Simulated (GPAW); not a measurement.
The system is KMgF3.

```
K Mg F
1.0
     3.98590    0.00000    0.00000
     0.00000    3.98590    0.00000
     0.00000    0.00000    3.98590
K Mg F
1 1 3
Direct
  0.50000 0.50000 0.50000
  0.00000 0.00000 0.00000
  0.00000 0.00000 0.50000
  0.00000 0.50000 0.00000
  0.50000 0.00000 0.00000
```

Program: GPAW 26.7.0. Alike in all runs: no spin polarisation; cell as given; cutoff (eV) 800; smearing fermi-dirac 0.05 eV.

Task: Order these runs on this cell by their band gap on the k mesh, lowest first.
A. level PBE; potentials or basis GPAW PAW data sets (gpaw-data 1.2.1), pw; k mesh 7 × 7 × 7
B. level PBEsol; potentials or basis PAW data sets generated in the run's folder for this functional, pw; k mesh 7 × 7 × 7; band path GXMGRX,MR; band points 80
C. level LDA; potentials or basis the program's PAW data sets (release 1.2.1) made for this functional, pw; k mesh 7 × 7 × 7; band path GXMGRX,MR; band points 80
D. level r2SCAN; potentials or basis GPAW PAW data sets (gpaw-data 1.2.1), pw; k mesh 7 × 7 × 7; band path GXMGRX,MR; band points 80
E. level TB-mBJ; potentials or basis GPAW PAW data sets for LDA (gpaw-data 1.2.1), pw; k mesh 8 × 8 × 8

Result: C (7.00 eV), B (7.17 eV), A (7.36 eV), D (8.31 eV), E (10.84 eV).

Caveats: a model potential gives levels but no total energy (some runs); an odd mesh through Γ misses points on the zone boundary, where band edges often lie (some runs).

A k mesh can miss the band edges, odd and even meshes differently.
